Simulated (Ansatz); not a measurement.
**Computed properties of BaTiO3**

```
Ba Ti O
1.0
     3.99980    0.00000    0.00000
     0.00000    3.99980    0.00000
     0.00000    0.00000    4.01800
Ba Ti O
1 1 3
Direct
  0.00000 0.00000 0.00000
  0.50000 0.50000 0.50000
  0.50000 0.50000 0.00000
  0.50000 0.00000 0.50000
  0.00000 0.50000 0.50000
```

Atoms are numbered in the order listed.

Conventional cell: a = 4.000 Å, b = 4.000 Å, c = 4.018 Å, α = 90.00°, β = 90.00°, γ = 90.00°. Ba (atom 1) has 12 O at 2.83 Å as nearest neighbours. Ti (atom 2) has 6 O at 2.00 to 2.01 Å as nearest neighbours. O (atom 3) has 2 Ti at 2.01 Å as nearest neighbours. O (atom 4) is surrounded by 2 Ti at 2.00 Å.

The cell is COD entry 2100860, as deposited and not checked against the literature; nothing was relaxed.

No spin–orbit coupling, which matters for the heavy atoms here.

Methods: DFT, PBE, all-electron LAPW, scalar-relativistic (Ansatz 0.2.0); DFT, PBE, PAW with Ansatz's default frozen-core files, scalar-relativistic (Ansatz 0.2.0); DFT, PBE, all-electron PAW with datasets made for the crystal, scalar-relativistic (Ansatz 0.2.0).

For LAPW: a Γ-centred 7×7×7 k mesh, Fermi–Dirac smearing of 0.03 eV, basis error target 1 meV/atom, no spin polarisation. PAW takes a cutoff of 420 eV at this cell. The crystal-made all-electron datasets (AE datasets) take a cutoff of 540 eV at this cell. The Ansatz runs share mesh, smearing and spin set-up. Values come from LAPW unless marked.

No spin–orbit coupling: at heavy atoms the gradients can be off by tens of per cent for that reason.

```yaml
Pressure_at_this_cell: 16.9 kbar
Band_gap: 1.79 eV, indirect from A (0.5, 0.5, 0.5) to Γ
Stress_xx_yy_zz_compression_positive: 1.97, 1.97, 1.12 GPa
Smallest_direct_gap_on_the_path: 1.91 eV
Löwdin_charges_with_0.35_e_of_the_cell_spilling_out_of_the_atomic_basis_so_their_sizes_and_signs_hang_on_that_basis: Ba1 1.79, Ti2 1.24, O3 -0.90, O4 -0.89 e
Bader_charges_from_the_PAW_run: Ba1 +1.53, Ti2 +2.22, O3 -1.25, O4 -1.25 e
Field_gradients_Vzz_crystal-made_datasets: Ba1 0.07 (η = 0.00), Ti2 0.40 (η = 0.00), O3 2.64 (η = 0.00), O4 2.43 (η = 0.06) in 10²¹ V/m²
Volume_per_atom: 86.8 bohr³
```
